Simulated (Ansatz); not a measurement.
WSe2: deformation potentials from a series

```
CELL_PARAMETERS angstrom
3.29000 0.00000 0.00000
-1.64500 2.84922 0.00000
0.00000 0.00000 12.97000
ATOMIC_POSITIONS crystal
W 0.33333 0.66667 0.25000
W 0.66667 0.33333 0.75000
Se 0.33333 0.66667 0.62100
Se 0.66667 0.33333 0.12100
Se 0.33333 0.66667 0.87900
Se 0.66667 0.33333 0.37900
```

Atoms are numbered in the order listed.

The cell is COD entry 9009146, as deposited and not checked against the literature; nothing was relaxed.

No spin–orbit coupling, which matters for the heavy atoms here.

Method: Ansatz 0.2.0, DFT, PBEsol, all-electron LAPW, scalar-relativistic.

Numerical set-up: a Γ-centred 11×11×3 k mesh, Fermi–Dirac smearing of 0.08 eV, basis error target 0.5 meV/atom, no spin polarisation.

The strain is applied along the Cartesian axes of the cell as listed (the other components stay zero). Fractional coordinates are held (clamped ions).

Only quantities that a quadratic follows smoothly over the whole series are listed; rougher ones are left out.

```
εxx = εyy  direct gap at Γ (eV)
  -0.0300                 3.093
  -0.0100                 2.779
   0.0000                 2.641
   0.0100                 2.515
   0.0200                 2.400
   0.0300                 2.294
```

(1) Fit the series and give the slopes at zero strain.

(2) One run, at εxx = εyy = -0.0200, is withheld. Predict its row.

Results:

(1) Least-squares fits y = p0 + p1 x + p2 x² to the rows give direct gap at Γ (eV): p1 = -13.3, p2 = 58.

(2) The fits give 2.930; the run gave 2.929.
